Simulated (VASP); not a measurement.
# Na (P6_3/mmc) in VASP: a series of runs

One crystal, Na, is run at these levels: PBE; tasks: single point.

Everything below comes from runs of VASP 6.6.1. Logs are shortened: lines on timing, memory, paths and dates and some standing lists are left out, and cuts for length are marked.

## Step 1: Starting point

It takes space group P6_3/mmc (No. 194, hexagonal). Conventional cell: a = 3.767 Å, b = 3.767 Å, c = 6.154 Å, α = 90.00°, β = 90.00°, γ = 120.00°. Around Na (site symmetry -6m2) lie 12 Na at 3.77 Å.

This isn't the form of Na at room conditions, which is bcc.

## Step 2: Single point, PBE

INCAR

```
SYSTEM = Na
PREC     = Accurate       ! precision mode
ENCUT    = 460            ! plane-wave cutoff, eV
EDIFF    = 1E-6           ! SCF threshold, eV
ISMEAR   = 0              ! smearing method
SIGMA    = 0.4            ! smearing width, eV
LREAL    = .FALSE.        ! projectors in reciprocal space
LASPH    = .TRUE.         ! aspherical terms in the spheres
NELM     = 100            ! most SCF steps
ALGO     = Normal         ! electronic algorithm
ISIF     = 2              ! what is computed and relaxed
LWAVE    = .FALSE.        ! write WAVECAR
LCHARG   = .FALSE.        ! write CHGCAR
GGA      = PE             ! functional
NBANDS   = 14             ! bands
ADDGRID  = .FALSE.
```

KPOINTS

```
regular mesh
0
G
  12 12 7
  0 0 0
```

POSCAR

```
Na
1.0
    3.7670000000      0.0000000000      0.0000000000
   -1.8835000000      3.2623176961      0.0000000000
    0.0000000000      0.0000000000      6.1540000000
Na
2
Direct
    0.6607270000      0.3253030000      0.7651560000
    0.3322080000      0.6634530000      0.2738460000
```

Potentials or basis: VASP PAW PBE potentials, release 64 (Na_pv).

The run is started by

```console
$ cat potpaw_PBE.64/Na_pv/POTCAR > POTCAR
$ mpirun -np 1 vasp_std > vasp.out
```

OUTCAR:

```text
SYSTEM = Na
   PREC = Accurate
   ENCUT = 460
   EDIFF = 1E-6
   ISMEAR = 0
   LREAL = .FALSE.
   LASPH = .TRUE.
   NELM = 100
   ISIF = 2
   GGA = PE

 Found    506 irreducible k-points:

 Following reciprocal coordinates:
            Coordinates               Weight
  0.000000  0.000000  0.000000      1.000000
  0.083333  0.000000  0.000000      2.000000
  0.000000  0.083333  0.000000      2.000000
 -0.083333  0.083333  0.000000      2.000000
  0.166667 -0.000000  0.000000      2.000000
  0.000000  0.166667  0.000000      2.000000
   k-points           NKPTS =    506   k-points in BZ     NKDIM =    506   number of bands    NBANDS=     14
   number of dos      NEDOS =    301   number of ions     NIONS =      2
   total plane-waves  NPLWV =  37632
   dimension x,y,z NGX =    28 NGY =   28 NGZ =   48
   dimension x,y,z NGXF=    56 NGYF=   56 NGZF=   96
   ions per type =               2
   NGX,Y,Z   is equivalent  to a cutoff of  12.36, 12.36, 12.97 a.u.
   NGXF,Y,Z  is equivalent  to a cutoff of  24.71, 24.71, 25.93 a.u.
 SYSTEM =  Na
   PREC   = accura    normal or accurate (medium, high low for compatibility)
   ISTART =      0    job   : 0-new  1-cont  2-samecut
   ICHARG =      2    charge: 1-file 2-atom 10-const
   ISPIN  =      1    spin polarized calculation?
   LNONCOLLINEAR =      F non collinear calculations
   LSORBIT =      F    spin-orbit coupling
   LASPH  =      T    aspherical Exc in radial PAW
   ENCUT  =  460.0 eV  33.81 Ry    5.81 a.u.   6.59  6.59 10.76*2*pi/ulx,y,z
   NELM   =    100;   NELMIN=  2; NELMDL= -5     # of ELM steps
   EDIFF  = 0.1E-05   stopping-criterion for ELM
   LREAL  =      F    real-space projection
   EDIFFG = 0.1E-04   stopping-criterion for IOM
   NSW    =      0    number of steps for IOM
   IBRION =     -1    ionic relax: 0-MD 1-quasi-New 2-CG
   NFREE  =      0    steps in history (QN), initial steepest desc. (CG)
   ISIF   =      2    stress and relaxation
   ISYM   =      2    0-nonsym 1-usesym 2-fastsym
   POTIM  = 0.5000    time-step for ionic-motion
   TEBEG  =    0.0;   TEEND  =   0.0 temperature during run
   PSTRESS=    0.0 pullay stress
   NELECT =      14.0000    total number of electrons
   NUPDOWN=      -1.0000    fix difference up-down
   EMIN   =  10.00;   EMAX   =-10.00  energy-range for DOS
   EFERMI =   0.00;   METHOD = LEGACY
   ISMEAR =     0;   SIGMA  =   0.40  broadening in eV -4-tet -1-fermi 0-gaus
   EFERMI_NEDOS =   21; number of points for ismear=-14 and -15
   IALGO  =     38    algorithm
   IMIX   =      4    mixing-type and parameters
     AMIX     =   0.40;   BMIX     =  1.00
     AMIX_MAG =   1.60;   BMIX_MAG =  1.00
  volume/ion in A,a.u.               =      37.81       255.18
  Fermi-wavevector in a.u.,A,eV,Ry     =   0.933020  1.763153 11.844235  0.870527
  Thomas-Fermi vector in A             =   2.059678
   LORBIT       =      0    0 simple, 1 ext, 2 COOP (PROOUT), +10 PAW based schemes
   GGA     = PE    functional components
   LHFCALC =     F    Hartree Fock is set to
   AEXX    =    0.0000 exact exchange contribution
   IVDW    =     0    specifies the selected vdW correction
   LEPSILON=     F    determine dielectric tensor
   LRPA    =     F    only Hartree local field effects (RPA)
 non-spin polarized calculation
 Gauss-broadening in eV      SIGMA  =   0.40
  energy-cutoff  :      460.00
  volume of cell :       75.63
 maximum number of plane-waves:      1737
   NGX = 13   NGY = 13   NGZ = 21

 number of electron      13.9999997 magnetization

 Free energy of the ion-electron system (eV)
  ---------------------------------------------------
  ext. energy  EPLUGINS =         0.00000000
  ---------------------------------------------------
  free energy    TOTEN  =        -2.66030481 eV

  energy without entropy =       -2.58389822  energy(sigma->0) =       -2.62210152

 E-fermi :   0.2674     XC(G=0):  -6.4506

 val. band max:        0.2534910633   @ k =  -0.1667   0.0833   0.1429
 cond. band min:       0.3431453430   @ k =   0.0833  -0.3333   0.2857
 fundamental gap:      0.0896542798
 Fermi energy:         0.2674397919

 k-point     1 :       0.0000    0.0000    0.0000
  band No.  band energies     occupation
      1     -24.6732      2.00000
      2     -24.6456      2.00000
      3     -24.6453      2.00000
      4     -24.6409      2.00000
      5     -24.6408      2.00000
      6     -24.6406      2.00000
      7      -2.9665      2.00000
      8       0.8239      0.04914
      9       1.2082      0.00088
     10      10.1392      0.00000
     11      10.1471      0.00000
     12      10.4756      0.00000
     13      10.4893      0.00000
     14      10.6395      0.00000

 k-point     2 :       0.0833    0.0000    0.0000
  band No.  band energies     occupation
      1     -24.6725      2.00000
      2     -24.6469      2.00000
      3     -24.6461      2.00000
      4     -24.6425      2.00000
      5     -24.6411      2.00000
      6     -24.6408      2.00000
      7      -2.8651      2.00000
      8       0.9141      0.02223
      9       1.3073      0.00024
     10       8.4820      0.00000
     11       9.3899      0.00000
     12       9.8152      0.00000
     13      11.3506      0.00000
     14      11.4126      0.00000

 k-point     3 :       0.0000    0.0833    0.0000
  band No.  band energies     occupation
      1     -24.6724      2.00000
      2     -24.6472      2.00000
      3     -24.6458      2.00000
      4     -24.6425      2.00000
      5     -24.6411      2.00000
      6     -24.6409      2.00000
      7      -2.8651      2.00000
      8       0.9141      0.02223
      9       1.3072      0.00024
     10       8.4852      0.00000
     11       9.3899      0.00000
     12       9.8138      0.00000
     13      11.3441      0.00000
     14      11.4157      0.00000

 k-point     4 :      -0.0833    0.0833    0.0000
  band No.  band energies     occupation
      1     -24.6724      2.00000
      2     -24.6471      2.00000
      3     -24.6459      2.00000
      4     -24.6425      2.00000
      5     -24.6411      2.00000
      6     -24.6409      2.00000
      7      -2.8651      2.00000
      8       0.9141      0.02223
      9       1.3072      0.00024
     10       8.4836      0.00000
     11       9.3899      0.00000
     12       9.8144      0.00000
     13      11.3469      0.00000
     14      11.4147      0.00000

 k-point     5 :       0.1667   -0.0000    0.0000
  band No.  band energies     occupation
      1     -24.6704      2.00000
      2     -24.6513      2.00000
      3     -24.6474      2.00000
      4     -24.6470      2.00000
      5     -24.6419      2.00000
      6     -24.6416      2.00000
      7      -2.5620      2.00000
      8       1.1852      0.00118
      9       1.6003      0.00000
     10       6.6237      0.00000
     11       8.6469      0.00000
     12       8.8430      0.00000
     13       9.9836      0.00000
     14      10.9700      0.00000

 k-point     6 :       0.0000    0.1667    0.0000
  band No.  band energies     occupation
      1     -24.6703      2.00000
      2     -24.6516      2.00000
      3     -24.6472      2.00000
      4     -24.6471      2.00000
      5     -24.6418      2.00000
      6     -24.6417      2.00000
      7      -2.5620      2.00000
      8       1.1852      0.00118
      9       1.6001      0.00000
     10       6.6269      0.00000
     11       8.6467      0.00000
     12       8.8463      0.00000
     13       9.9810      0.00000
     14      10.9514      0.00000

 [... further k-points ...]

------------------------ aborting loop because EDIFF is reached ----------------------------------------

  FORCE on cell =-STRESS in cart. coord.  units (eV):
  Direction    XX          YY          ZZ          XY          YZ          ZX
  --------------------------------------------------------------------------------------
  -------------------------------------------------------------------------------------
  Total       -0.0771814     -0.0668049     -0.0738290     -0.0033267      0.0003751      0.0003935
  in kB       -1.6350973     -1.4152701     -1.5640767     -0.0704772      0.0079456      0.0083371
  external PRESSURE =      -1.5381480 kB  Pullay stress =       0.0000000 kB

 VOLUME and BASIS-vectors are now :
 -----------------------------------------------------------------------------
  energy-cutoff  :      460.00
  volume of cell :       75.63
      direct lattice vectors                 reciprocal lattice vectors
     3.767000000  0.000000000  0.000000000     0.265463233  0.153265269  0.000000000
    -1.883500000  3.262317696  0.000000000     0.000000000  0.306530538  0.000000000
     0.000000000  0.000000000  6.154000000     0.000000000  0.000000000  0.162495938

 POSITION                                       TOTAL-FORCE (eV/Angst)
 -----------------------------------------------------------------------------------
      1.87625      1.06124      4.70877         0.000926      0.002270      0.035961
      0.00181      2.16439      1.68525        -0.000926     -0.002270     -0.035961
 -----------------------------------------------------------------------------------
    total drift:                               -0.000048      0.000082     -0.000053

  FREE ENERGIE OF THE ION-ELECTRON SYSTEM (eV)
  ---------------------------------------------------
  free  energy   TOTEN  =        -2.6603048134 eV

  energy  without entropy=       -2.5838982190  energy(sigma->0) =       -2.62210152
```

Wall time 2.7 min (1 thread of Intel Xeon Platinum 8488C (Sapphire Rapids), shared host); peak memory 0.42 GiB.

These settings aren't checked as converged: the numbers below hold their error.

Results:

| Property | Result |
| --- | --- |
| Free energy | -2.6603 eV |
| Pressure | -0.2 GPa |
| Largest force | 0.036 eV/Å |
| Band gap on the k mesh | none (metal or under the smearing width) |

## Step 3: Single point, PBE

Changes to INCAR since step 2:

```diff
@@ -5,3 +5,3 @@
 ISMEAR   = 0              ! smearing method
-SIGMA    = 0.4            ! smearing width, eV
+SIGMA    = 0.1            ! smearing width, eV
 LREAL    = .FALSE.        ! projectors in reciprocal space
```

KPOINTS is that of step 2.

POSCAR

```
Na
1.0
    3.7670000000      0.0000000000      0.0000000000
   -1.8835000000      3.2623176961      0.0000000000
    0.0000000000      0.0000000000      6.1540000000
Na
2
Direct
    0.6666666667      0.3333333333      0.7500000000
    0.3333333333      0.6666666667      0.2500000000
```

Potentials or basis: VASP PAW PBE potentials, release 64 (Na_pv).

The run is started by

```console
$ cat potpaw_PBE.64/Na_pv/POTCAR > POTCAR
$ mpirun -np 1 vasp_std > vasp.out
```

Run time: 25 s. Hardware: 1 thread of Intel Xeon Platinum 8488C (Sapphire Rapids), shared host; peak memory 0.2 GiB.

These settings aren't checked as converged: the numbers below hold their error.

What came out:

```
Free energy            : -2.6243 eV
Pressure               : -0.2 GPa
Band gap on the k mesh : none (metal or under the smearing width)
```

(Continued in part 2 of 2.)
